Molybdenum carries 2.6 times the nuclear charge of sulfur. Around a bare nucleus, the depth of a level grows roughly as the square of that charge, but the spin-orbit splitting of a p shell grows as about its fourth power, a factor of nearly 50. Screening by the other electrons, relatively stronger in sulfur, widens the contrast further. That is why the two 2p levels of sulfur form a tight pair, 1.3 eV apart, while the same two levels of molybdenum lie 107 eV apart.

Core-level Kohn-Sham eigenvalues of MoS2 (space group P-3m1) relative to the Fermi energy, computed with exciting sodium using PBE and all-electron LAPW+lo with the shipped species files. The k-mesh is 9x9x4, with Fermi-Dirac smearing of 0.05 eV; spin-orbit coupling is left out for the valence electrons only.

| row | core level (eV) | core element | core shell |
| --- | --- | --- | --- |
| 1 | -2400.1 | S | 1s1/2 |
| 2 | -206.1 | S | 2s1/2 |
| 3 | -151.7 | S | 2p1/2 |
| 4 | -150.5 | S | 2p3/2 |
| 5 | -19810.9 | Mo | 1s1/2 |
| 6 | -2795.6 | Mo | 2s1/2 |
| 7 | -2571.6 | Mo | 2p1/2 |
| 8 | -2465.0 | Mo | 2p3/2 |
| 9 | -474.0 | Mo | 3s1/2 |
| 10 | -388.7 | Mo | 3p1/2 |
| 11 | -371.2 | Mo | 3p3/2 |
| 12 | -220.6 | Mo | 3d3/2 |
| 13 | -217.2 | Mo | 3d5/2 |

In a label such as 2p3/2, the first figure is the shell number $n$, the letter gives the orbital angular momentum $l$ (s, p, d for 0, 1, 2), and the fraction is the total angular momentum $j$, which combines $l$ with the spin. Within one shell of one element, two kinds of step alternate. The first changes $l$ at fixed $j$, as from 2s1/2 to 2p1/2; the second changes $j$ at fixed $l$, as from 2p1/2 to 2p3/2, and is always smaller than the step just before it. The core levels come from the Dirac equation, which has spin-orbit coupling built in; the valence electrons are treated without it.

**Steps at fixed $j$ measure screening.** For one electron around a bare point nucleus, the Dirac energy depends only on $n$ and $j$, so 2s1/2 and 2p1/2 would coincide. In molybdenum they are 224 eV apart, and this gap is the work of the other electrons. An s electron spends more time close to the nucleus, inside the cloud of the others, and so feels more of the nuclear charge than a p electron does.

The M shell of molybdenum looks irregular at first: the step from 3p3/2 to 3d3/2 is 151 eV, yet that from 3s1/2 to 3p1/2 is only 85 eV. Penetration explains this too. The 3s and 3p orbitals both have inner lobes that reach into the shells below. The 3d orbital has none, because its centrifugal barrier keeps it away from the nucleus, so it loses the most binding.

**Steps at fixed $l$ measure the field near the nucleus.** The spin-orbit energy follows the average of $Z/r^3$, where $Z$ is the nuclear charge and $r$ the distance from the nucleus. Since the orbital shrinks as $1/Z$, this average grows as $Z^4$. For a bare nucleus the leading term is

$$\Delta E \approx \frac{(\alpha Z)^2\, Z^2 R}{n^3\, l(l+1)},$$

with $\alpha \approx 0.0073$ and $R \approx 13.6$ eV.

For molybdenum 2p, $Z^2R$ is about 24 000 eV, $(\alpha Z)^2$ is 0.094 and the denominator is 16, so $\Delta E \approx 24\,000 \times 0.094/16 = 141$ eV. The full Dirac formula, used in the output below, raises this to about 150 eV. The computed splitting is 71% of that value.

The bare nucleus overshoots for all four doublets, and the pattern of the misses is instructive. In molybdenum the surviving share falls from 71% for 2p to 39% for 3p and 23% for 3d, mainly because screening spreads the orbital outwards and lowers its average of $1/r^3$; the weakening of the field itself counts for less. Sulfur 2p keeps only 42%, because the same number of K and L electrons cancels a larger part of a smaller nuclear charge. The splitting therefore grows about 84-fold from sulfur to molybdenum, well beyond the bare-nucleus factor.

The step from 2s1/2 to 2p1/2 grows only about fourfold between the two elements. Repulsion between electrons scales as the inverse size of their orbitals, hence roughly as $Z$ and not as $Z^4$. Growth beyond 2.6 is expected because screening takes a larger share of sulfur's smaller nuclear charge and so spreads its 2s and 2p orbitals more. That covers only part of the excess: molybdenum's additional shells and relativity widen its step further, and this calculation does not separate these causes.

Screening also reduces depth more than splitting: molybdenum 2p3/2 keeps only 41% of its bare-nucleus depth. The other K and L electrons cut depth and splitting alike; the extra loss of depth comes from the outer shells, whose electrons produce a nearly uniform potential further in. Such a potential lifts both partners of a doublet together and leaves their separation almost unchanged.

**Levels of the two elements interleave** because a higher shell number offsets a higher nuclear charge. Sulfur 1s ends up 65 eV above molybdenum 2p3/2, and sulfur 2s only 11 eV above molybdenum 3d5/2. These are near coincidences between different atoms, with no bond behind them.

This is where the level of theory matters most. PBE eigenvalues carry a self-interaction error that makes core levels too shallow. They also leave out the response to the core hole, which acts the other way but is smaller, so the levels end up too shallow by amounts that differ from shell to shell. In photoemission, as a rough recalled figure, sulfur 2s and molybdenum 3d5/2 are only about 3 eV apart, so the 11 eV should not be used to assign lines. Which error opens this gap is not settled here; a local exchange potential tends to place 2s too close to 2p of the same atom, which would also make the steps at fixed $j$ somewhat too small. Splittings within a doublet are safer, since both partners share most of the error. The zero is the Fermi energy of a metallic, undistorted octahedral cell; in the common semiconducting form all levels can shift together against it.

Output of the analysis:

```
Levels in eV:
  row  computed level  bare nucleus level
    1           -2400               -3495
    2          -206.1              -874.5
    3          -151.7              -874.5
    4          -150.5              -871.5
    5          -19811              -24592
    6           -2796               -6185
    7           -2572               -6185
    8           -2465               -6036
    9            -474               -2732
   10          -388.7               -2732
   11          -371.2               -2688
   12          -220.6               -2688
   13          -217.2               -2674
S step 2s to 2p1/2 (eV): 54.37
S spin-orbit step 2p (eV): 1.262
Mo step 2s to 2p1/2 (eV): 224
Mo spin-orbit step 2p (eV): 106.6
Mo step 3s to 3p1/2 (eV): 85.24
Mo spin-orbit step 3p (eV): 17.55
Mo step 3p3/2 to 3d3/2 (eV): 150.6
Mo spin-orbit step 3d (eV): 3.323
Growth from S to Mo of the step 2s to 2p1/2 (factor): 4.121
Growth from S to Mo of the 2p spin-orbit step (factor): 84.44
Growth from S to Mo of the 2p spin-orbit step for bare nuclei (factor): 50.02
S 2p spin-orbit step over bare nucleus value (ratio): 0.4216
Mo 2p spin-orbit step over bare nucleus value (ratio): 0.7117
Mo 3p spin-orbit step over bare nucleus value (ratio): 0.3948
Mo 3d spin-orbit step over bare nucleus value (ratio): 0.2349
Mo 2p3/2 depth over bare nucleus depth (ratio): 0.4084
S 1s above Mo 2p3/2 (eV): 64.9
S 2s above Mo 3d5/2 (eV): 11.1
```
